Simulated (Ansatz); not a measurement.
# How many bands does the GW gap of Al2O3 (Corundum) need?

How do accuracy and time trade against each other in G0W0 on Al2O3 (Corundum)?

Program: Ansatz 0.2.0. Level of theory: G0W0 on PBE, plane waves, PAW. Results are calculated unless marked as measured.

This is a report of a sequence of runs, with most program output left out.

### 1. The starting structure

Symmetry: R-3c, No. 167, trigonal system. The conventional cell has a = 4.760 Å, b = 4.760 Å, c = 12.996 Å, α = 90.00°, β = 90.00°, γ = 120.00°. Nearest to Al lie 6 O at 1.85 to 1.97 Å. O has 4 Al at 1.85 to 1.97 Å nearest. Farther neighbours and most contacts between anions are not listed.

As a file:

```cif
data_structure
_symmetry_space_group_name_H-M 'P 1'
_symmetry_Int_Tables_number 1
_cell_length_a 5.1302
_cell_length_b 5.1302
_cell_length_c 5.1302
_cell_angle_alpha 55.287
_cell_angle_beta 55.287
_cell_angle_gamma 55.287
_cell_volume 85.02
loop_
_atom_site_label
_atom_site_type_symbol
_atom_site_fract_x
_atom_site_fract_y
_atom_site_fract_z
_atom_site_occupancy
Al1 Al 0.35216 0.35216 0.35216 1
Al2 Al 0.14784 0.14784 0.14784 1
Al3 Al 0.64784 0.64784 0.64784 1
Al4 Al 0.85216 0.85216 0.85216 1
O5 O 0.55668 0.94332 0.25000 1
O6 O 0.25000 0.55668 0.94332 1
O7 O 0.94332 0.25000 0.55668 1
O8 O 0.44332 0.05668 0.75000 1
O9 O 0.75000 0.44332 0.05668 1
O10 O 0.05668 0.75000 0.44332 1
```

The cell and positions come from the Crystallography Open Database and are kept as given unless a step says otherwise. The default PAW set here is soft_2. Its files were made with PBE.

### 2. 125 empty bands, screening to 75 eV

Now the one-shot GW correction: screening in the RPA, then the self-energy of the levels asked for.

input.yaml reads:

```yaml
crystal:
  lattice:
    - [2.38025, 1.3742379782, 4.3318666667]
    - [-2.38025, 1.3742379782, 4.3318666667]
    - [0.0, -2.7484759565, 4.3318666667]
  atoms:
    - { symbol: Al, position: [0.35216, 0.35216, 0.35216] }
    - { symbol: Al, position: [0.14784, 0.14784, 0.14784] }
    - { symbol: Al, position: [0.64784, 0.64784, 0.64784] }
    - { symbol: Al, position: [0.85216, 0.85216, 0.85216] }
    - { symbol: O, position: [0.55668, 0.94332, 0.25] }
    - { symbol: O, position: [0.25, 0.55668, 0.94332] }
    - { symbol: O, position: [0.94332, 0.25, 0.55668] }
    - { symbol: O, position: [0.44332, 0.05668, 0.75] }
    - { symbol: O, position: [0.75, 0.44332, 0.05668] }
    - { symbol: O, position: [0.05668, 0.75, 0.44332] }
kpoints:
  mp_grid: { grid: [4, 4, 4] }
hamiltonian:
  xc: pbe
scf:
  occupations: { method: fixed }
gw:
  n_empty_bands: 125
  ecut_chi: 75.0
  qp_bands: [v3, c3]
  qp_kpoints: band_edges
  screening: { model: contour_deformation }
```

Run with:

```sh
ansatz run input.yaml --threads 3 --pin off --max-ram 64512MiB --backend cuda --events-out ev --progress --plain --runs-dir out --devices 1 --max-vram 24GiB  # rebuilt from the run's record
```

The job ended after 6.5 s (1 × NVIDIA H100 80GB HBM3 (shared by 3 runs) with 3 threads of AMD EPYC 7R13 (Zen 3), shared host; peak memory 1.2 GiB; 9.8 s of CPU time).

This step gave:

```yaml
bands_summed: 149
rpa_eps_infinity_on_this_mesh_eigenvalues: 3.106, 3.138, 3.138
plane_waves_in_the_screening_matrix: 121
q_points_in_the_mesh: 64
g0w0_gap_on_the_mesh: 8.581 eV
k_of_the_valence_top: 0, 0, 0
k_of_the_conduction_bottom: 0, 0, 0
starting_gap_on_the_mesh: 6.217 eV
z_at_the_valence_top: 0.8134
z_at_the_conduction_bottom: 0.8555
least_direct_g0w0_gap_on_the_computed_points: 8.581 eV
```

The gap on the mesh goes from 6.22 eV to 8.58 eV, a correction of +2.36 eV. Between the two edge states, bare exchange in place of the xc potential would open the gap by 10.78 eV, and correlation takes back 8.41 eV.

### 3. 354 empty bands, screening to 150 eV

Bands and screening cutoff are moved together, since each hides the error of the other.

input.yaml, as its differences from that of step 2:

```diff
@@ -23,4 +23,4 @@
 gw:
-  n_empty_bands: 125
-  ecut_chi: 75.0
+  n_empty_bands: 354
+  ecut_chi: 150.0
   qp_bands: [v3, c3]
```

It took 19 s on 1 × NVIDIA H100 80GB HBM3 (shared by 3 runs) with 3 threads; peak memory 1.5 GiB; 29 s of CPU time.

This step gave:

```yaml
bands_summed: 378
rpa_eps_infinity_on_this_mesh_eigenvalues: 3.063, 3.091, 3.091
plane_waves_in_the_screening_matrix: 339
q_points_in_the_mesh: 64
g0w0_gap_on_the_mesh: 8.912 eV
k_of_the_valence_top: 0, 0, 0
k_of_the_conduction_bottom: 0, 0, 0
starting_gap_on_the_mesh: 6.217 eV
z_at_the_valence_top: 0.8077
z_at_the_conduction_bottom: 0.8504
least_direct_g0w0_gap_on_the_computed_points: 8.912 eV
```

Against the run with 4×4×4 mesh, 125 empty bands, screening to 75 eV, the gap moves by +0.33 eV.

### 4. Changing the frequency model: 4×4×4 mesh, 354 empty bands, screening to 150 eV, plasmon pole

A plasmon pole stands in for the full frequency dependence of the screening; this run shows what that costs in accuracy.

input.yaml, as its differences from that of step 3:

```diff
@@ -27,2 +27,2 @@
   qp_kpoints: band_edges
-  screening: { model: contour_deformation }
+  screening: { model: godby_needs }
```

It took 20 s on 1 × NVIDIA H100 80GB HBM3 (shared by 3 runs) with 3 threads; peak memory 2.3 GiB; 43 s of CPU time.

Numbers from this step:

* bands summed: 378
* plasmon-pole fit frequency: 27.90 eV
* RPA ε∞ on this mesh (eigenvalues): 3.063, 3.091, 3.091
* plane waves in the screening matrix: 339
* G0W0 gap on the mesh: 8.867 eV
* k of the valence top: 0, 0, 0
* k of the conduction bottom: 0, 0, 0
* starting gap on the mesh: 6.217 eV
* least direct G0W0 gap on the computed points: 8.867 eV

Against the run with 4×4×4 mesh, 354 empty bands, screening to 150 eV, the gap moves by −0.05 eV.

### 5. Convergence and cost

Times are wall times on 1 × NVIDIA H100 80GB HBM3 (shared by 3 runs) with 3 threads of AMD EPYC 7R13 (Zen 3), shared host, good to a factor of about two.

```
 mesh        files            frequency  bands summed  cutoff (eV)  start (eV)  G0W0 (eV)   time  host memory (GiB)
4×4×4  default PAW  contour deformation           149           75       6.217      8.581  6.5 s                1.2
4×4×4  default PAW  contour deformation           378          150       6.217      8.912   19 s                1.5
4×4×4  default PAW         plasmon pole           378          150       6.217      8.867   20 s                2.3
```

The parts of the quasiparticle energy at the two band edges (eV; QP = start + Σx + Σc − Vxc):

```
      run               edge  start      Σx     Σc     Vxc     Z     QP
149 bands        valence top   7.75  -26.91   4.58  -21.39  0.81   6.80
149 bands  conduction bottom  13.97  -11.38  -3.83  -16.63  0.86  15.39
378 bands        valence top   7.75  -26.91   4.15  -21.39  0.81   6.37
378 bands  conduction bottom  13.97  -11.38  -3.93  -16.63  0.85  15.29
```

### 6. Outcome

```yaml
149_bands_75_ev: 8.581 eV
378_bands_150_ev: 8.912 eV
estimated_limit_in_bands_and_cutoff: 9.13 eV
mesh_and_start: 4×4×4, PBE
```

In words: A line in one over the bands through the two rungs gives 9.13 eV, +0.21 eV from the top rung; with two points alone it is an unchecked estimate. The rungs stand 0.55 eV (149 bands) and 0.21 eV (378 bands) from it. From 149 to 378 bands the gap moves by +0.33 eV while the time grows 2.9-fold. Σc changes by −0.43 eV at the valence top and −0.10 eV at the conduction bottom, so the valence edge carries most of the change. The plasmon-pole model gives −0.05 eV against contour deformation, 2 % of the correction, and saved no time in this program.

[Paths, hosts, dates, memory and timing lines, banners, echoed tables and standing remarks are left out of the program output.]

[Logs are printed without paths, hosts, clocks, repeated set-up lines and the standing remarks that a program may print on its own settings, such as how far it seeks lower states.]

[Runs of the session that timed out or met a known fault of the program may be left out.]

[Cells called generated may have been cut or substituted from an entry of the Crystallography Open Database or the Materials Project.]

[Hosts, paths, dates, database ids (printed as entryN), source tags and the programs' standing remarks are cut or masked in the printed files.]
